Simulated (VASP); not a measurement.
Runs of VASP 6.6.1 on PbSe (Clausthalite). Symmetry: Fm-3m, No. 225, cubic system. Conventional cell: a = 6.121 Å, b = 6.121 Å, c = 6.121 Å, α = 90.00°, β = 90.00°, γ = 90.00°. Pb (site symmetry m-3m) is surrounded by 6 Se at 3.06 Å. Se (site symmetry m-3m) has 6 Pb at 3.06 Å as nearest neighbours. 

```csv
task,level,potentials or basis,cell,k mesh,cutoff (eV),smearing,grid for exact exchange (PRECFOCK),screening parameter,other keys,mesh quality,gap on the mesh (eV),pressure (GPa),relaxed volume (Å³/atom)
relaxation of cell and atoms,revPBE+D3,"VASP PAW PBE potentials, release 64 (Pb_d, Se)","relaxed from: atoms moved at random, drawn with an rms of 0.1 Å",8 × 8 × 8,600,gaussian 0.05 eV,-,-,-,not flagged,0.54,0.0,30.01
band structure,HSE06,"VASP PAW PBE potentials, release 64 (Pb_d, Se)",as given,4 × 4 × 4,520,fermi-dirac 0.05 eV,Fast,0.2 1/A,-,coarse,0.72,(a),-
band structure,TB-mBJ,"VASP PAW PBE potentials, release 64 (Pb_d, Se)",volume scaled by 1.08,8 × 8 × 8,520,fermi-dirac 0.05 eV,-,-,-,not flagged,1.10,-,-
relaxation of cell and atoms,HSE06,"VASP PAW PBE potentials, release 64 (Pb_d, Se)",relaxed,4 × 4 × 4,600,fermi-dirac 0.05 eV,Fast,0.2 1/A,-,coarse,0.81,0.0,29.37
single point,RPBE,"VASP PAW PBE potentials, release 54 (Pb_d, Se)",as given,8 × 8 × 8,520,tetrahedron,-,-,NELMDL = -12; ISMEAR = -5; SIGMA = 0.005,not flagged,(b),4.2,-
```

Alike in all rows: no spin polarisation.

Task: Fill in the values left out.

Result: (a) 1.2; (b) 0.38.

Caveats: some runs use coarse meshes; the PAW data sets were made with another functional, which shifts forces and pressure a little; spin-orbit coupling is left out, which as a rule narrows the gap of such compounds by several tenths of an eV.

A k mesh can miss the band edges, and the runs leave out spin-orbit coupling on Pb, Se.

Runs at the PBE level aren't shown here.
